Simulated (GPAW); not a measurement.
# KI (Fm-3m) in GPAW: single point with PBE

Aim: the single point of KI with PBE.

Everything below comes from runs of GPAW 26.7.0. Logs are shortened: lines on timing, memory, paths and dates and some standing lists are left out, and cuts for length are marked. The log counts tension as positive stress, the text compression.

**1. The cell of the first run**

The structure is cubic, space group Fm-3m (No. 225). Conventional cell: a = 7.066 Å, b = 7.066 Å, c = 7.066 Å, α = 90.00°, β = 90.00°, γ = 90.00°. I (site symmetry m-3m) is surrounded by 6 K at 3.53 Å. K (site symmetry m-3m) is surrounded by 6 I at 3.53 Å.

**2. Single point, PBE (the cell as VASP's run set it)**

run.py reads:

```python
from ase import Atoms
from ase.dft.bandgap import bandgap
from ase.io import write
from ase.units import GPa
from gpaw import GPAW, PW

atoms = Atoms(['I', 'K'],
              cell=[[4.99609832, 0.0, 0.0],
                    [2.49804916, 4.3267480649, 0.0],
                    [2.49804916, 1.442249355, 4.0792971963]],
              scaled_positions=[[0.5, 0.5, 0.5],
                                [0.0, 0.0, 0.0]],
              pbc=True)

calc = GPAW(mode=PW(600),
            xc='PBE',
            kpts={'size': (7, 7, 7), 'gamma': True},
            occupations={'name': 'methfessel-paxton', 'order': 0, 'width': 0.1},
            nbands=16,
            convergence={'density': 1e-05, 'energy': 1e-05},
            maxiter=150,
            txt='gpaw.txt')
atoms.calc = calc
energy = atoms.get_potential_energy()
forces = atoms.get_forces()
stress = atoms.get_stress()
calc.write('gs.gpw')
write('result.traj', atoms)
print(f'Energy: {energy:.6f} eV')
print('Forces (eV/A):')
print(forces.round(4))
print('Stress (GPa):', (stress / GPa).round(3))
print('Fermi level:', round(calc.get_fermi_level(), 4), 'eV')
print(f'Gap: {bandgap(calc)[0]:.4f} eV, direct: {bandgap(calc, direct=True)[0]:.4f} eV')
```

Potentials or basis: GPAW PAW data sets (gpaw-data 1.2.1), pw.

Run with:

```bash
OMP_NUM_THREADS=1 python run.py
```

gpaw.txt:

```text
__  _  _
 | _ |_)|_||  |
 |__||  | ||/\| - 26.7.0

Input parameters:
  mode=PW(ecut=600.0),
  convergence={'density': 1e-05, 'energy': 1e-05},
  kpts=MonkhorstPack(size=(7, 7, 7), gamma=True),
  maxiter=150,
  nbands=16,
  occupations=Occupations(name='methfessel-paxton', order=0, width=0.1),
  xc=XC(name='PBE')

Diagonalizing LCAO Hamiltonian
Converting LCAO to pw mode

                     I

       K

Atoms  # Å, Bohr magnetons
|   | symbol |        x |        y |        z |    initial magnetic moments |
|---|--------|----------|----------|----------|-----------------------------|
| 0 |      I | 4.996098 | 2.884499 | 2.039649 | ( 0.0000,  0.0000,  0.0000) |
| 1 |      K | 0.000000 | 0.000000 | 0.000000 | ( 0.0000,  0.0000,  0.0000) |

Unit cell  # Å
| periodic |        x |        y |        z |  lengths |    angles |
|----------|----------|----------|----------|----------|-----------|
|      yes | 4.996098 | 0.000000 | 0.000000 | 4.996098 | 60.000000 |
|      yes | 2.498049 | 4.326748 | 0.000000 | 4.996098 | 60.000000 |
|      yes | 2.498049 | 1.442249 | 4.079297 | 4.996098 | 60.000000 |

Number of symmetries: 48
Symmetry operations  # r_c * U_cc + t_c -> r_c
|    | kind |            matrix            |
|----|------|------------------------------|
|  0 |  σ   |  1, 0, 0,  1, 0,-1,  1,-1, 0 |
|  1 |  C2  |  1, 0, 0,  1,-1, 0,  1, 0,-1 |
|  2 |  E   |  1, 0, 0,  0, 1, 0,  0, 0, 1 |
|  3 |  σ   |  1, 0, 0,  0, 0, 1,  0, 1, 0 |
|  4 |  C4  |  1, 0,-1,  1, 0, 0,  1,-1, 0 |
|  5 |  S6  |  1, 0,-1,  1,-1, 0,  1, 0, 0 |
|  6 |  σ   |  1, 0,-1,  0, 1,-1,  0, 0,-1 |
|  7 |  C3  |  1, 0,-1,  0, 0,-1,  0, 1,-1 |
|  8 |  S6  |  1,-1, 0,  1, 0, 0,  1, 0,-1 |
|  9 |  C4  |  1,-1, 0,  1, 0,-1,  1, 0, 0 |
| 10 |  C3  |  1,-1, 0,  0,-1, 1,  0,-1, 0 |
| 11 |  σ   |  1,-1, 0,  0,-1, 0,  0,-1, 1 |
| 12 |  σ   |  0, 1, 0,  1, 0, 0,  0, 0, 1 |
| 13 |  C4  |  0, 1, 0,  0, 1,-1, -1, 1, 0 |
| 14 |  C3  |  0, 1, 0,  0, 0, 1,  1, 0, 0 |
| 15 |  S6  |  0, 1, 0, -1, 1, 0,  0, 1,-1 |
| 16 |  C2  |  0, 1,-1,  1, 0,-1,  0, 0,-1 |
| 17 |  σ   |  0, 1,-1,  0, 1, 0, -1, 1, 0 |
| 18 |  S4  |  0, 1,-1,  0, 0,-1,  1, 0,-1 |
| 19 |  C4  |  0, 1,-1, -1, 1, 0,  0, 1, 0 |
| 20 |  C3  |  0, 0, 1,  1, 0, 0,  0, 1, 0 |
| 21 |  σ   |  0, 0, 1,  0, 1, 0,  1, 0, 0 |
| 22 |  S6  |  0, 0, 1,  0,-1, 1, -1, 0, 1 |
| 23 |  C4  |  0, 0, 1, -1, 0, 1,  0,-1, 1 |
| 24 |  S4  |  0, 0,-1,  1, 0,-1,  0, 1,-1 |
| 25 |  C3  |  0, 0,-1,  0, 1,-1,  1, 0,-1 |
| 26 |  C2  |  0, 0,-1,  0,-1, 0, -1, 0, 0 |
| 27 |  S6  |  0, 0,-1, -1, 0, 0,  0,-1, 0 |
| 28 |  S4  |  0,-1, 1,  1,-1, 0,  0,-1, 0 |
| 29 |  C4  |  0,-1, 1,  0, 0, 1, -1, 0, 1 |
| 30 |  C2  |  0,-1, 1,  0,-1, 0,  1,-1, 0 |
| 31 |  σ   |  0,-1, 1, -1, 0, 1,  0, 0, 1 |
| 32 |  C3  |  0,-1, 0,  1,-1, 0,  0,-1, 1 |
| 33 |  S6  |  0,-1, 0,  0, 0,-1, -1, 0, 0 |
| 34 |  S4  |  0,-1, 0,  0,-1, 1,  1,-1, 0 |
| 35 |  C2  |  0,-1, 0, -1, 0, 0,  0, 0,-1 |
| 36 |  C2  | -1, 1, 0,  0, 1, 0,  0, 1,-1 |
| 37 |  S6  | -1, 1, 0,  0, 1,-1,  0, 1, 0 |
| 38 |  S4  | -1, 1, 0, -1, 0, 1, -1, 0, 0 |
| 39 |  C3  | -1, 1, 0, -1, 0, 0, -1, 0, 1 |
| 40 |  S6  | -1, 0, 1,  0, 0, 1,  0,-1, 1 |
| 41 |  C2  | -1, 0, 1,  0,-1, 1,  0, 0, 1 |
| 42 |  C3  | -1, 0, 1, -1, 1, 0, -1, 0, 0 |
| 43 |  S4  | -1, 0, 1, -1, 0, 0, -1, 1, 0 |
| 44 |  C2  | -1, 0, 0,  0, 0,-1,  0,-1, 0 |
| 45 |  i   | -1, 0, 0,  0,-1, 0,  0, 0,-1 |
| 46 |  σ   | -1, 0, 0, -1, 1, 0, -1, 0, 1 |
| 47 |  C2  | -1, 0, 0, -1, 0, 1, -1, 1, 0 |

BZ-sampling:
  Number of BZ points: 343
  Number of IBZ points: 20

  Monkhorst-Pack size: [7, 7, 7]
  Monkhorst-Pack shift: [0, 0, 0]

K-points  # in reciprocal-cell coordinates
|     |                                coordinates |     weight |
|-----|--------------------------------------------|------------|
|   0 | (  0.00000000,   0.00000000,   0.00000000) | 0.00291545 |
|   1 | (  0.14285714,   0.14285714,   0.00000000) | 0.01749271 |
|   2 | (  0.14285714,   0.14285714,   0.14285714) | 0.02332362 |
|   3 | (  0.28571429,   0.14285714,   0.14285714) | 0.03498542 |
|   4 | (  0.28571429,   0.28571429,   0.00000000) | 0.01749271 |
|   5 | (  0.28571429,   0.28571429,   0.14285714) | 0.06997085 |
|   6 | (  0.28571429,   0.28571429,   0.28571429) | 0.02332362 |
|   7 | (  0.42857143,  -0.28571429,  -0.28571429) | 0.03498542 |
|   8 | (  0.42857143,   0.28571429,  -0.42857143) | 0.13994169 |
|   9 | (  0.42857143,   0.28571429,  -0.28571429) | 0.06997085 |
| ... |                                            |            |
|  19 | (  0.42857143,   0.42857143,   0.42857143) | 0.02332362 |

Plane wave coefficients: 2958
Cutoff: 600.0 eV

Spin-components: 1 (collinear spins)
Bands:           16
Projectors:      10
Spin-degeneracy: 2
Datatype:        complex128

Parallelization:
  kpt:    1
  domain: 1
  band:   1

Density:
  Valence electrons: 16.0
  Components: 1
  Grid points: [30 30 30]
  Charge: 0.0  # |e|

Potential:
  Grid points: [30 30 30]

species:
  I:
    name:    Iodine
    Z:       53.0
    valence: 7
    core:    46
    charge:  0.0  # [|e|]
    compensation charges:
      type: gauss
      rc: 0.37  # [Å]
      lmax: 2
    cutoffs:
      filter: 2.06  # [Å]
      core: 2.90  # [Å]
    projectors
    | kind |    occ | energy [eV] | rcut [Å] |
    |------|--------|-------------|----------|
    |   5s |  2.000 |     -17.382 |    1.164 |
    |   5p |  5.000 |      -7.088 |    1.164 |
    |    s |        |       9.829 |    1.164 |
    |    p |        |      20.123 |    1.164 |
    |    d |        |       0.000 |    1.164 |

    Using partial waves for I as LCAO basis

  K:
    name:    Potassium
    Z:       19.0
    valence: 9
    core:    10
    charge:  0.0  # [|e|]
    compensation charges:
      type: gauss
      rc: 0.35  # [Å]
      lmax: 2
    cutoffs:
      filter: 1.91  # [Å]
      core: 1.27  # [Å]
    projectors
    | kind |    occ | energy [eV] | rcut [Å] |
    |------|--------|-------------|----------|
    |   3s |  2.000 |     -35.338 |    1.122 |
    |   4s |  1.000 |      -2.319 |    1.122 |
    |   3p |  6.000 |     -18.813 |    1.106 |
    |    p |        |       8.398 |    1.106 |
    |    d |        |       0.000 |    0.937 |

    Using partial waves for K as LCAO basis

Reference energy: -209923.048885  # eV

eigensolver:
  PPCG
  Converge bands: occupied
  niter=2

density mixing:
  MSR1-Mixer
  Pratt-step length: 0.05
  Maximum mixing coefficient: 0.75
  Old densities: 10
  SVD Regularization: 0.005
  Good broyden scale: 1.0
  Trust region scale: 1.0
  Backstep threshold: 4.0
  History deletion threshold: 6.0
  Fourier metric: weight=20.0, sigma=0.015

occupation numbers:
  Methfessel-Paxton:
    width: 0.1000  # eV
    order: 0

poisson solver:
  ecut: 4800.0  # eV

xc functional:
  name: PBE with 2 nearest neighbor stencil

convergence criteria:
- Maximum integral of absolute [dens]ity change: 1e-05 electrons / valence electron
- Maximum [total energy] change in last 3 cyles: 1e-05 eV / valence electron
- Maximum integral of absolute [eigenst]ate change: 4e-08 eV^2 / valence electron
maximum number of iterations: 150

SCF iterations
|iter     | |      energy | eigst |  dens |
|---------|-|-------------|-------|-------|
|iter:   1| |   -5.799412 | -0.29 |       |
|iter:   2| |   -5.789948 | -2.28 | -1.36 |
|iter:   3| |   -5.723437 | -2.20 | -1.39 |
|iter:   4| |   -5.725509 | -3.30 | -1.76 |
|iter:   5| |   -5.726506 | -4.41 | -2.17 |
|iter:   6| |   -5.726567 | -5.74 | -2.91 |
|iter:   7| |   -5.726570c| -7.11 | -3.63 |
|iter:   8| |   -5.726571c| -7.91c| -4.11 |
|iter:   9| |   -5.726571c| -8.70c| -5.23c|

Converged in 9 steps
Energy contributions relative to reference atoms: (reference = -209923.048885)

Energy contributions:
  Kinetic:           5.166977
  Coulomb:          -4.456429
  Zero:             -0.669505
  External:          0.000000
  Xc:               -5.767614
  Entropy:          -0.000000
  Spinorbit:         0.000000
  ----------------------------
  Free energy:      -5.726571
  Extrapolated:     -5.726571

dipole moment: (-36.414691, -21.024032, -14.866236)  # |e|*Ang

Fermi level: 2.228
Eigenvalues  # (at kpt = [0.000, 0.000, 0.000])
| band index |      eig [eV] | occ [0-2] |
|------------|---------------|-----------|
|          0 |       -27.998 |     2.000 |
|          1 |       -11.519 |     2.000 |
|          2 |       -11.519 |     2.000 |
|          3 |       -11.519 |     2.000 |
|          4 |       -10.004 |     2.000 |
|          5 |         0.472 |     2.000 |
[... 8 lines left out ...]
|         14 |        10.333 |     0.000 |
|         15 |        13.298 |     0.000 |

Gap: 3.977 eV
Transition (v -> c):
  (s=0, k=0, n=7, [0.00, 0.00, 0.00]) -> (s=0, k=0, n=8, [0.00, 0.00, 0.00])
No difference between direct/indirect transitions

Forces  # eV/Ang
|        x |        y |        z |
|----------|----------|----------|
| -0.00000 |  0.00000 | -0.00000 |  # I    0
| -0.00000 | -0.00000 |  0.00000 |  # K    1

Stress tensor  # eV/Ang^3
|         x |         y |         z |
|-----------|-----------|-----------|
| -0.003576 |  0.000000 |  0.000000 |
|  0.000000 | -0.003576 |  0.000000 |
|  0.000000 |  0.000000 | -0.003576 |

# Writing to gs.gpw (mode='')
```

Run time: 16 s. Hardware: 1 thread of Arm Neoverse V2, shared host; peak memory 0.18 GiB.

What came out:

| Quantity | Value |
| --- | --- |
| Free energy | -5.7266 eV |
| Pressure | 0.6 GPa |
| Band gap on the k mesh | 3.98 eV, direct |

Levels at points of the mesh, in eV from the valence-band top:
```
           k point  band 6  band 7  band 8  band 9  band 10  band 11
(0.00, 0.00, 0.00)    0.00    0.00    0.00    3.98     6.51     6.51
```

Caveat: spin-orbit coupling is left out, which moves the levels of the heavy elements; an odd mesh through Γ misses points on the zone boundary, where band edges often lie.
